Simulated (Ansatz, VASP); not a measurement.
## Bi in VASP and in Ansatz

```
Bi
1.0
     0.00000    3.64057    3.64057
     3.64057    0.00000    3.64057
     3.64057    3.64057    0.00000
Bi
2
Direct
  0.12500 0.12500 0.12500
  0.87500 0.87500 0.87500
```

Alike in both runs: task single point; functional RPBE; k mesh 8 × 8 × 8; occupations fermi-dirac, width 0.1 eV; no spin polarisation.

|  | VASP | Ansatz |
| --- | --- | --- |
| version | VASP 6.6.1 | Ansatz 0.2.0 |
| potentials or method | VASP PAW PBE potentials, release 64 (Bi_d) | plane waves (420 eV) with PAW, scalar-relativistic |
| plane-wave cutoff (eV) | 520 | 420 |
| valence electrons in the cell | 30 | 30 |

Ansatz gave:

```
pressure (GPa) : 1.2
```

Task: Which values does VASP return?

Result: Pressure (GPa): 1.1.

With one functional, cell and mesh, what is left measures potentials, basis and numerics.

Caveats: the PAW data sets were made with another functional, which shifts forces and pressure a little (VASP).
